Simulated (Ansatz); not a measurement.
Input of an Ansatz 0.2.0 run:

input.yaml

```yaml
crystal:
  lattice:
    - [0.0, 3.49531583, 2.16609124]
    - [1.2516321, 0.0, 2.16609124]
    - [1.2516321, 3.49531583, 0.0]
  atoms:
    - { symbol: "N", position: [0.66665134, 0.66665134, 0.33334866] }
    - { symbol: B, position: [4.865e-05, 4.865e-05, 0.99995135] }
kpoints:
  mp_grid: { grid: [13, 13, 13] }
scf:
  occupations: { method: gaussian, width: 0.1 }
hamiltonian:
  xc: pbe
  pseudopotentials: { kind: all_electron, lapw: { basis_error: 0.001 } }
output:
  forces: true
  stress: true
  eigenvalues: true
```

Potentials or basis: all-electron LAPW, scalar-relativistic.

The run is started by

```console
$ ansatz run input.yaml --threads 1 --pin off --max-ram 3072MiB --backend cpu --events-out ev --progress --plain --runs-dir out
```

**Question.** What does it give for the largest force?

**Answer.** 0.010 eV/Å.

**Question.** Estimate the pressure.

**Answer.** 3.2 GPa.

**Question.** Predict the band gap on the k mesh.

**Answer.** 3.90 eV, indirect (least direct gap 4.65 eV).

Forces on the atoms (eV/Å):
```
N    0.000  0.000 -0.010
B    0.000  0.000  0.010
```

Caveat: an odd mesh through Γ misses points on the zone boundary, where band edges often lie.
